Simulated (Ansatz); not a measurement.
**IrCl2 (1T sheet): how robust is the cRPA U?**

Wanted: the sensitivity and cost of U and J for IrCl2 (1T sheet).

Main program and level: Ansatz 0.2.0; constrained RPA on LDA, plane waves, PAW.

## Step 1: The structure

The cell holds 3 atoms: 1 Ir and 2 Cl. Its edges and angles: a = 3.625 Å, b = 3.625 Å, c = 30.112 Å, α = 90.0°, β = 90.0°, γ = 120.0°. Vacuum lies along c.

The structure was relaxed with LDA. The structure was generated from a model, not taken from a measurement. The runs that relaxed it are not among those shown. The program's search for lower electronic states was switched off, so nothing shows that the state found is the lowest. Spin-orbit coupling is left out unless a step names it. The default PAW set here is soft_2. Its files were made with PBE. The Coulomb interaction is cut off across the vacuum.

## Step 2: Base: Ir eg, bands v1 to c1, 6×6×1 mesh, medium accuracy

Constrained RPA screens the interaction with every transition except those inside the target bands, which a later many-body model would treat itself.

input.yaml

```yaml
crystal:
  lattice:
    - [0.0, 2.56290974, 2.56290974]
    - [2.56290974, -2.56290974, 0.0]
    - [17.38503569, 17.38503569, -17.38503569]
  atoms:
    - { symbol: Ir, position: [0.0, 0.0, 0.3180797022] }
    - { symbol: Cl, position: [0.3333333333, 0.6666666667, 0.3568717221] }
    - { symbol: Cl, position: [0.6666666667, 0.3333333333, 0.2792876823] }
  periodic: [true, true, false]
kpoints:
  mp_grid: { grid: [6, 6, 1] }
hamiltonian:
  xc: lda
scf:
  occupations: { method: gaussian, width: 0.08 }
  n_extra_bands: 19
  max_iter: 150
  lower_state_search: "off"
output:
  crpa:
    kmesh: [6, 6, 1]
    target_bands: [v1, c1]
    projections: [{ species: Ir, l: d, shell: 5, orbitals: [dz2, dx2-y2] }]
  local_orbitals:
    kmesh: [12, 12, 1]
    orbitals: [{ species: Ir, l: d, shell: 5, orbitals: [dz2, dx2-y2] }]
    window: { bands: [v1, c1] }
    seedname: lo
```

On the command line:

```
ansatz run input.yaml --threads 8 --pin off --max-ram 14745MiB --backend cpu --events-out ev --progress --plain --runs-dir out
```

Numbers of over 12 decimals in the logs are rounded to 6 here.

The program printed:

```text
scf.n_extra_bands = 19 over 16 filled bands (N_el = 31.0): the run solves 35 bands
Engine: ansatz 0.2.0, aarch64-unknown-linux-gnu
Pseudopotentials: kind: paw
Pseudopotential: Ir, paw, valence charge 17, recommended cutoff 420 eV (normal), Ir.paw.azcp
Pseudopotential: Cl, paw, valence charge 7, recommended cutoff 420 eV (normal), Cl.paw.azcp
Functional definition: SPW92
  exchange = slater_x
  correlation = pw_c
Crystal: 3 atoms, lattice volume = 342.581 Å³
Basis set: ecut = 420 eV, 6593 PW (Γ)
Bands: 35, of which v1, the nominal top of the filled ones, is band 16 counted from 1 (15 counted from 0)
Symmetry: 12 space group operations
Space group: P-3m1 (ITA 164), of the structure as read, at distance tolerance 7.0e-5 Å
k-points: 7 of 36
Non-local potential: Ir, projectors of the file, l = 0: 3, l = 1: 2, l = 2: 2, l = 3: 1
Non-local potential: Cl, projectors of the file, l = 0: 2, l = 1: 2, l = 2: 2
PAW form: soft (Blöchl's): semilocal exchange-correlation on the pseudo side does not see the compensation charge
PAW frozen core: Ir, regenerated for the run's functional, and the local potential with it (the file was generated under x = pbe(κ = 0.804, μ = 0.219515), c = pbe(β = 0.066725))
PAW frozen core: Cl, regenerated for the run's functional, and the local potential with it (the file was generated under x = pbe(κ = 0.804, μ = 0.219515), c = pbe(β = 0.066725))
PAW one-centre angular grid: Ir, 590 points (default); XC on 64 Gauss nodes
PAW one-centre angular grid: Cl, 110 points (default); XC on 64 Gauss nodes
Initial density: superposition of atomic densities (neutral atoms: chi_scale 0, normalization atom), corrected by the library's trained network
Initial wavefunctions: pseudopotential atomic-orbital guess
Functional: x = slater, c = lda
SCF iter   1: F=—  HF=-13751.008411 eV  |F-HF|=—  |Δ(HF+E_count)|=         —  Δρ=4.02e-3  dr2=2.87e-2  ethr=1.77e-3  ⟨swp⟩=11.3  Hψ=1883  notcnv=0  defer=55
preconditioner: auto → LDOS  [metal: Δε(μ)=0.070 eV  Ē_g=14.394 eV  σ=0.080 eV  W_gap=0.45  n_scr=16 (ndim 8)  ℏωp=9.6 eV  f_vac=0.804  D(μ)=6.39/eV (n_scr^D=16)  β→1.0]
SCF iter   2: F=—  HF=-13751.005601 eV  |F-HF|=—  |Δ(HF+E_count)|=   2.81e-3  Δρ=2.21e-3  dr2=1.33e-2  ethr=9.25e-5  ⟨swp⟩=3.0  Hψ=523  notcnv=0  defer=86
SCF iter   3: F=—  HF=-13751.001441 eV  |F-HF|=—  |Δ(HF+E_count)|=   4.16e-3  Δρ=4.80e-4  dr2=8.58e-4  ethr=4.28e-5  ⟨swp⟩=3.3  Hψ=373  notcnv=0  defer=86
SCF iter   4: F=—  HF=-13751.001379 eV  |F-HF|=—  |Δ(HF+E_count)|=   6.21e-5  Δρ=1.98e-4  dr2=2.06e-4  ethr=2.77e-6  ⟨swp⟩=3.1  Hψ=276  notcnv=0  defer=86
SCF iter   5: F=—  HF=-13751.001354 eV  |F-HF|=—  |Δ(HF+E_count)|=   2.46e-5  Δρ=9.89e-5  dr2=6.37e-5  ethr=6.64e-7  ⟨swp⟩=2.7  Hψ=294  notcnv=0  defer=86
SCF iter   6: F=—  HF=-13751.001354 eV  |F-HF|=—  |Δ(HF+E_count)|=   6.93e-7  Δρ=7.07e-5  dr2=3.71e-5  ethr=2.05e-7  ⟨swp⟩=1.9  Hψ=265  notcnv=0  defer=86
SCF iter   7: F=—  HF=-13751.001356 eV  |F-HF|=—  |Δ(HF+E_count)|=   2.17e-6  Δρ=4.45e-5  dr2=9.98e-6  ethr=1.20e-7  ⟨swp⟩=2.1  Hψ=238  notcnv=0  defer=86
SCF iter   8: F=—  HF=-13751.001360 eV  |F-HF|=—  |Δ(HF+E_count)|=   4.04e-6  Δρ=1.87e-5  dr2=1.72e-6  ethr=3.22e-8  ⟨swp⟩=2.4  Hψ=235  notcnv=0  defer=86
SCF iter   9: F=—  HF=-13751.001361 eV  |F-HF|=—  |Δ(HF+E_count)|=   1.20e-6  Δρ=6.32e-6  dr2=1.04e-7  ethr=5.55e-9  ⟨swp⟩=3.7  Hψ=327  notcnv=0  defer=86
SCF iter  10: F=-13751.001361 eV  HF=-13751.001361 eV  |F-HF|=6.25e-9  |Δ(HF+E_count)|=   1.20e-7  Δρ=1.78e-6  dr2=1.27e-8  ethr=3.23e-10  ⟨swp⟩=19.0  Hψ=1944  notcnv=0
SCF 1 converged in 10 iterations: F = -13751.001361 eV  dr2 = 1.27e-8
[...]
NSCF: frozen V_eff on 22 k-points
NSCF: frozen V_eff on 7 k-points
[...]
cRPA screening: q 1/36
cRPA screening: q 2/36
cRPA screening: q 8/36 (q-point 3)
cRPA screening: q 14/36 (q-point 4)
cRPA screening: q 17/36 (q-point 8)
cRPA screening: q 23/36 (q-point 9)
cRPA screening: q 35/36 (q-point 15)
SCF converged after 10 iterations
Free energy (F): -13751.001361 eV
Harris-Foulkes:  -13751.001361 eV  (|F-HF|=6.25e-9)
Internal energy: -13750.977442 eV  (E = F + TS)
E sigma→0 (E₀):  -13750.989402 eV
Entropy (-TS):   -0.023919 eV (-7.973 meV/atom)
Fermi energy:    -4.291030 eV
--- Per-component energies (eV) ---
  E_band       = -782.335648
  E_kinetic    = 950.377111
  E_local      = -51563.075820  (includes V_loc(G=0)·N_el)
  E_nonlocal   = 142.471798
  E_hartree    = 25232.486410
  E_xc         = -477.027716
  E_vxc        = -541.190150  (∫ρ·V_xc dr)
  E_paw        = -10204.618424  (= ΣΔE_a)
  E_vpaw       = -235.891597  (= ΣTr[D̂ρ^β])
  E_aug_tail   = 0.000261  (compensation charges beyond the density's cutoff)
  E_ewald      = 22167.616352
  E_core_change = 0.792586  (= ΣΔE_core)
  E_smearing   = -0.023919  (= −TS)
  E_closure    = -0.000000  (closes the sum)
  Σ components = -13751.001361   (vs F -13751.001361, Δ=0.00e0)
--- Band table (eV; the first three rows and the last of 7) ---
  k-point 0: bands = [... 12 lower, -7.4701, -7.4701, -6.1747, -3.5688, -3.5688, -2.0534, -0.9406, -0.4833, ... 15 higher]
  k-point 1: bands = [... 12 lower, -7.2073, -6.8880, -5.9374, -4.3321, -3.8286, -1.2457, -0.2697, 0.1836, ... 15 higher]
  k-point 2: bands = [... 12 lower, -7.1651, -6.5315, -6.1842, -4.3400, -3.8823, -0.7450, 0.1869, 1.0335, ... 15 higher]
  k-point 6: bands = [... 12 lower, -7.0645, -6.2316, -6.2316, -4.1914, -4.1914, 0.1074, 2.1745, 2.4494, ... 15 higher]
  the weakly bound empty levels are not read free of the cell's end (no_gap_told)
--- cRPA (band scheme, projected local orbitals): target bands 16..17 (1-based), 2 Wannier function(s), 6×6×1 mesh, 34 bands' worth read of 39 solved, ecut_chi 136.0 eV, v(q+G=0) probe_charge, pair densities all_electron ---
  χ-basis size per q: N_G = 1212..1264
  window electrons = 1.0000, filled by tetrahedron_uncorrected; constrained ε̄⁻¹(q = 0, 0) head = 0.633822; min gauge Gram eig = 0.4628
  Kanamori averages over each shell's own Wannier functions (sites counted from 0, functions from 1):
    Site 0, 5D, 2 of 5 d orbitals (Wannier functions 1, 2; wannier90's mr 1, 4):
      screened: U = 2.6558 eV, U' = 2.1551 eV, J = 0.2504 eV
      screened, to within: U = 8.8e-3 eV, U' = 8.8e-3 eV, J = 5.6e-4 eV
      bare: V = 9.3002 eV, V' = 8.4318 eV, J = 0.4342 eV
  Hermiticity witness max|P − P†| over intra, direct and exchange elements: 1.78e-15 eV (screened), 2.76e-17 eV (bare)
  Reality witness max|Im| over intra, direct and exchange elements: 2.25e-16 eV (screened), 3.61e-17 eV (bare)
```

Run time: 48 s. Hardware: 8 threads of Arm Neoverse V2, shared host; peak memory 2.6 GiB.

This step gave:

| Quantity | Value |
| --- | --- |
| U | 2.656 eV |
| U prime (inter-orbital) | 2.155 eV |
| J | 0.2504 eV |
| bare V | 9.300 eV |
| bare J | 0.4342 eV |
| stated bound on U | 0.008732 eV |
| U over bare V | 0.2856 |
| electrons in the window | 1.0000 |
| head of the constrained inverse dielectric matrix | 0.6338 |
| least eigenvalue of the projection's overlap | 0.4628 |
| target functions | 2 |
| bands in the sums | 34 |
| r.m.s. miss of the model bands | 3.22e-4 eV |
| width of the target bands | 0.9653 eV |
| weight of the projected orbitals in the window | 0.5832 |

On the Ir eg shell, screening brings the on-site interaction from 9.3 eV down to U = 2.66 eV.

## Step 3: Changed: 9×9×1 mesh

Edit input.yaml of step 2 so:

```diff
@@ -21,9 +21,4 @@
   crpa:
-    kmesh: [6, 6, 1]
+    kmesh: [9, 9, 1]
     target_bands: [v1, c1]
     projections: [{ species: Ir, l: d, shell: 5, orbitals: [dz2, dx2-y2] }]
-  local_orbitals:
-    kmesh: [12, 12, 1]
-    orbitals: [{ species: Ir, l: d, shell: 5, orbitals: [dz2, dx2-y2] }]
-    window: { bands: [v1, c1] }
-    seedname: lo
```

The program printed:

```text
[...]
Crystal: 3 atoms, lattice volume = 342.581 Å³
Basis set: ecut = 420 eV, 6593 PW (Γ)
Bands: 35, of which v1, the nominal top of the filled ones, is band 16 counted from 1 (15 counted from 0)
Symmetry: 12 space group operations
[...]
k-points: 7 of 36
[...]
SCF iter   1: F=—  HF=-13751.008411 eV  |F-HF|=—  |Δ(HF+E_count)|=         —  Δρ=4.02e-3  dr2=2.87e-2  ethr=1.77e-3  ⟨swp⟩=11.3  Hψ=1883  notcnv=0  defer=55
[...]
SCF iter  10: F=-13751.001361 eV  HF=-13751.001361 eV  |F-HF|=6.25e-9  |Δ(HF+E_count)|=   1.20e-7  Δρ=1.78e-6  dr2=1.27e-8  ethr=3.23e-10  ⟨swp⟩=19.0  Hψ=1944  notcnv=0
SCF 1 converged in 10 iterations: F = -13751.001361 eV  dr2 = 1.27e-8
[...]
NSCF: frozen V_eff on 12 k-points
[...]
cRPA screening: q 1/81
cRPA screening: q 2/81
cRPA screening: q 8/81 (q-point 3)
cRPA screening: q 14/81 (q-point 4)
cRPA screening: q 20/81 (q-point 5)
[...]
Internal energy: -13750.977442 eV  (E = F + TS)
E sigma→0 (E₀):  -13750.989402 eV
Entropy (-TS):   -0.023919 eV (-7.973 meV/atom)
Fermi energy:    -4.291030 eV
[...]
--- Band table (eV; the first three rows and the last of 7) ---
  k-point 0: bands = [... 12 lower, -7.4701, -7.4701, -6.1747, -3.5688, -3.5688, -2.0534, -0.9406, -0.4833, ... 15 higher]
  k-point 1: bands = [... 12 lower, -7.2073, -6.8880, -5.9374, -4.3321, -3.8286, -1.2457, -0.2697, 0.1836, ... 15 higher]
  k-point 2: bands = [... 12 lower, -7.1651, -6.5315, -6.1842, -4.3400, -3.8823, -0.7450, 0.1869, 1.0335, ... 15 higher]
  k-point 6: bands = [... 12 lower, -7.0645, -6.2316, -6.2316, -4.1914, -4.1914, 0.1074, 2.1745, 2.4494, ... 15 higher]
  the weakly bound empty levels are not read free of the cell's end (no_gap_told)
[...]
χ-basis size per q: N_G = 1206..1266
[...]
Site 0, 5D, 2 of 5 d orbitals (Wannier functions 1, 2; wannier90's mr 1, 4):
      screened: U = 2.6641 eV, U' = 2.1638 eV, J = 0.2502 eV
      screened, to within: U = 8.8e-3 eV, U' = 8.8e-3 eV, J = 5.4e-4 eV
      bare: V = 9.2718 eV, V' = 8.4044 eV, J = 0.4337 eV
[...]
[key lines of the parts left out:]
SCF converged after 10 iterations
Free energy (F): -13751.001361 eV
```

Run time: 1.9 min. Hardware: 8 threads; peak memory 2.8 GiB; 14 min of CPU time.

This step gave:

| Property | Result |
| --- | --- |
| U | 2.664 eV |
| U prime (inter-orbital) | 2.164 eV |
| J | 0.2502 eV |
| bare V | 9.272 eV |
| bare J | 0.4337 eV |
| stated bound on U | 0.008714 eV |
| U over bare V | 0.2873 |
| electrons in the window | 1.0000 |
| head of the constrained inverse dielectric matrix | 0.6534 |
| least eigenvalue of the projection's overlap | 0.4628 |
| target functions | 2 |
| bands in the sums | 34 |
| width of the target bands | 0.9653 eV |
| weight of the projected orbitals in the window | 0.5832 |

On the Ir eg shell, screening brings the on-site interaction from 9.3 eV down to U = 2.66 eV.

## Step 4: Changed: 3×3×1 mesh

Edit input.yaml of step 3 so:

```diff
@@ -21,3 +21,3 @@
   crpa:
-    kmesh: [9, 9, 1]
+    kmesh: [3, 3, 1]
     target_bands: [v1, c1]
```

The program printed:

```text
[...]
Crystal: 3 atoms, lattice volume = 342.581 Å³
Basis set: ecut = 420 eV, 6593 PW (Γ)
Bands: 35, of which v1, the nominal top of the filled ones, is band 16 counted from 1 (15 counted from 0)
Symmetry: 12 space group operations
[...]
k-points: 7 of 36
[...]
the weakly bound empty levels are not read free of the cell's end (no_gap_told)
[...]
χ-basis size per q: N_G = 1212..1250
[...]
Site 0, 5D, 2 of 5 d orbitals (Wannier functions 1, 2; wannier90's mr 1, 4):
      screened: U = 2.7098 eV, U' = 2.1960 eV, J = 0.2569 eV
      screened, to within: U = 8.7e-3 eV, U' = 8.7e-3 eV, J = 6.0e-4 eV
      bare: V = 9.5817 eV, V' = 8.6977 eV, J = 0.4420 eV
[...]
[key lines of the parts left out:]
SCF converged after 10 iterations
Free energy (F): -13751.001361 eV
Fermi energy:    -4.291030 eV
```

The job ended after 14 s (8 threads; peak memory 2.5 GiB).

This step gave:

```yaml
u: 2.710 eV
u_prime_inter_orbital: 2.196 eV
j: 0.2569 eV
bare_v: 9.582 eV
bare_j: 0.4420 eV
stated_bound_on_u: 0.008638 eV
u_over_bare_v: 0.2828
electrons_in_the_window: 1.000
head_of_the_constrained_inverse_dielectric_matrix: 0.6024
least_eigenvalue_of_the_projection_s_overlap: 0.4628
target_functions: 2
bands_in_the_sums: 34
width_of_the_target_bands: 0.9653 eV
weight_of_the_projected_orbitals_in_the_window: 0.5832
```

On the Ir eg shell, screening brings the on-site interaction from 9.6 eV down to U = 2.71 eV.

## Step 5: Changed: sums over states

Edit input.yaml of step 4 so:

```diff
@@ -21,4 +21,7 @@
   crpa:
-    kmesh: [3, 3, 1]
+    kmesh: [6, 6, 1]
     target_bands: [v1, c1]
     projections: [{ species: Ir, l: d, shell: 5, orbitals: [dz2, dx2-y2] }]
+    accuracy: sum_over_states
+    n_empty_bands: 16
+    ecut_chi: 250
```

The program printed:

```text
[...]
Crystal: 3 atoms, lattice volume = 342.581 Å³
Basis set: ecut = 420 eV, 6593 PW (Γ)
Bands: 35, of which v1, the nominal top of the filled ones, is band 16 counted from 1 (15 counted from 0)
Symmetry: 12 space group operations
[...]
k-points: 7 of 36
[...]
χ-basis size per q: N_G = 3015..3113
[...]
U and J over all bands: no bound (output.crpa.accuracy: sum_over_states); those below are of the sums over the bands read on the sphere of ecut_chi, with what the atoms add
[...]
Site 0, 5D, 2 of 5 d orbitals (Wannier functions 1, 2; wannier90's mr 1, 4):
      screened: U = 2.8951 eV, U' = 2.2998 eV, J = 0.2977 eV
      bare: V = 9.3002 eV, V' = 8.4318 eV, J = 0.4342 eV
[...]
[key lines of the parts left out:]
SCF converged after 10 iterations
Free energy (F): -13751.001361 eV
Fermi energy:    -4.291030 eV
```

It took 14 s on 8 threads; peak memory 1.2 GiB; 88 s of CPU time.

This variant gives U = 2.90 eV against 2.66 eV. It is a finite sum over empty states with no bound on its error and stays out of the table below.

(Continued in part 2 of 2.)

[Paths, hosts, dates, memory and timing lines, banners, echoed tables and standing remarks are left out of the program output.]

[Logs are printed without paths, hosts, clocks, repeated set-up lines and the standing remarks that a program may print on its own settings, such as how far it seeks lower states.]

[Runs of the session that timed out or met a known fault of the program may be left out.]

[Hosts, paths, dates, database ids (printed as entryN), source tags and the programs' standing remarks are cut or masked in the printed files.]
